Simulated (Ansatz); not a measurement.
Crystal: AlN.

```
Al N
1.0
     3.11300    0.00000    0.00000
    -1.55650    2.69594    0.00000
     0.00000    0.00000    4.98100
Al N
2 2
Cartesian
  1.5565 0.8986 2.4905
  0.0000 1.7973 0.0000
  1.5565 0.8986 4.3833
  0.0000 1.7973 1.8928
```

Base run:

| Property | Result |
| --- | --- |
| Program | Ansatz 0.2.0 |
| Functional | r2SCAN |
| Potentials or basis | Ansatz PAW |
| Cutoff | 500 eV (not typed: the program's choice for these potentials) |
| k mesh | 10 × 10 × 6 |
| Occupations | fermi-dirac, width 0.05 eV |
| Spin | no spin polarisation |

Its results: band gap on the k mesh 4.86 eV, direct; pressure -0.9 GPa; largest force 0.122 eV/Å.

Q: The run is repeated on the same cell with these changes: functional from r2SCAN to HF; cutoff from 500 eV (not typed: the program's choice for these potentials) to 420 eV (not typed: the program's choice for these potentials); k mesh from 10 × 10 × 6 to 6 × 6 × 3. What comes out?

A: Band gap on the k mesh 13.54 eV, direct; pressure -2.5 GPa; largest force 0.117 eV/Å.

Several settings changed at once, so the effect can't be laid on one alone.

Caveats: some runs use coarse meshes; the PAW data sets come from PBE, with cores solved anew for the run's functional, which leaves a small shift of forces and pressure; the thresholds are loose for stress (some runs).
